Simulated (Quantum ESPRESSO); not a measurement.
# BaTiO3 (Barioperovskite) in Quantum ESPRESSO: the effect of functional

The system is BaTiO3 (Barioperovskite).

```xyz
5
Lattice="3.9855 0.0000 0.0000 0.0000 2.8369 2.8451 0.0000 -2.8369 2.8451" Properties=species:S:1:pos:R:3 pbc="T T T"
Ba    0.0000    0.0000    0.0000
Ti    1.9928    0.0000    2.9157
O     1.9928    1.3804    4.2594
O     1.9928   -1.3804    4.2594
O     0.0000    0.0000    2.7735
```

Alike in all runs:

```yaml
Program: Quantum ESPRESSO 7.5
Task: phonons
Cutoff: 612 eV
Density_cutoff: 4898 eV
k_mesh: 2 × 2 × 2, shifted
Occupations: fermi-dirac, width 0.05 eV
Spin: no spin polarisation
```

Each run relaxes the cell or the atoms first.

```tsv
functional	potentials or basis	relaxed volume (Å³/atom)	dielectric constant (mean)	highest phonon frequency (cm⁻¹)
LDA	GBRV 1.5 LDA	?	?	?
BLYP	GBRV 1.5 PBE	13.48	5.73	477
AM05	GBRV 1.5 PBE	12.63	5.97	490
WC	GBRV 1.5 PBE	12.59	5.98	493
vdW-DF-cx	GBRV 1.5 PBE	12.64	5.89	494
```

Question: What does the run with functional LDA give?

Answer: Relaxed volume 12.23 Å³/atom; dielectric constant 6.00 mean; highest phonon frequency 504 cm⁻¹.

Caveats: all runs use coarse meshes; the cell relaxed to another space group than the one typed; the potentials were made for another functional, which shifts forces and pressure (some runs).
